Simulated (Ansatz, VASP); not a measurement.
## NbH2: VASP beside Ansatz

```
CELL_PARAMETERS angstrom
0.00000 2.24769 2.24769
2.24769 0.00000 2.24769
2.24769 2.24769 0.00000
ATOMIC_POSITIONS crystal
Nb 0.00000 0.00000 0.00000
H 0.25000 0.25000 0.25000
H 0.75000 0.75000 0.75000
```

Alike in both runs: functional LDA; k mesh 16 × 16 × 16; occupations gaussian, width 0.1 eV; no spin polarisation.

Ansatz relaxed the structure, and its values are those at the end. VASP's run is a single point on that final structure, the one shown.

|  | VASP | Ansatz |
| --- | --- | --- |
| version | VASP 6.6.1 | Ansatz 0.2.0 |
| potentials or method | VASP PAW LDA potentials, release 64 (Nb_sv, H) | scalar-relativistic, plane waves, PAW |
| plane-wave cutoff (eV) | 520 | 420 |
| valence electrons in the cell | 15 | 15 |

Ansatz gave:

| Property | Result |
| --- | --- |
| gap on the k mesh at the Fermi level (eV) | none |
| pressure (GPa) | 0.0 |

Q: What did VASP give for the same quantities?

A: gap on the k mesh at the Fermi level (eV): none; pressure (GPa): -0.2.

A gap of «none» marks a metal or a gap that the smearing closes.
